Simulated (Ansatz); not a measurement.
Runs of Ansatz 0.2.0 on TaSi2. It takes space group P6_422 (No. 181, hexagonal). Conventional cell: a = 4.784 Å, b = 4.784 Å, c = 6.570 Å, α = 90.00°, β = 90.00°, γ = 120.00°. Ta (site symmetry 222) has 10 Si at 2.61 to 2.83 Å as nearest neighbours. Si (site symmetry 2) is surrounded by 5 Si at 2.56 to 2.83 Å and 5 Ta at 2.61 to 2.83 Å. 

```tsv
level	U	hubbard projectors	double counting	gap on the mesh (eV)	pressure (GPa)	largest force (eV/Å)
PBEsol+U	Ta d U = 4 eV	ortho-atomic (the default)	fll (the default)	none	-1.0	0.06
PBEsol	-	-	-	none	-2.2	0.01
PBEsol+U	Ta d U = 8 eV	ortho-atomic (the default)	fll (the default)	none	0.8	(a)
PBEsol+U	Ta d U = 2 eV	ortho-atomic (the default)	fll (the default)	none	(b)	0.02
PBEsol+U	Ta d U = 3 eV	ortho-atomic (the default)	fll (the default)	none	-1.3	0.04
PBEsol+U	Ta d U = 5 eV	ortho-atomic (the default)	fll (the default)	none	-0.6	0.08
PBEsol+U	Ta d U = 6 eV	ortho-atomic (the default)	fll (the default)	none	-0.2	0.11
```

Alike in all rows: task single point; potentials or basis Ansatz PAW; no spin polarisation; cell as given; k mesh 5 × 5 × 3; cutoff (eV) 420; smearing fermi-dirac 0.05 eV.

Task: Estimate the missing entries.

Result: (a) 0.20; (b) -1.6.

Caveats: the PAW data sets come from PBE, with cores solved anew for the run's functional, which leaves a small shift of forces and pressure; U without spin polarisation on a metal has little footing (some runs); the U is typed as a test and isn't derived for this compound (some runs).

A k mesh can miss the band edges, and the runs leave out spin-orbit coupling on Ta.

A gap of «none» marks a metal or a gap under the smearing width.

Runs at the PBE level aren't shown here.
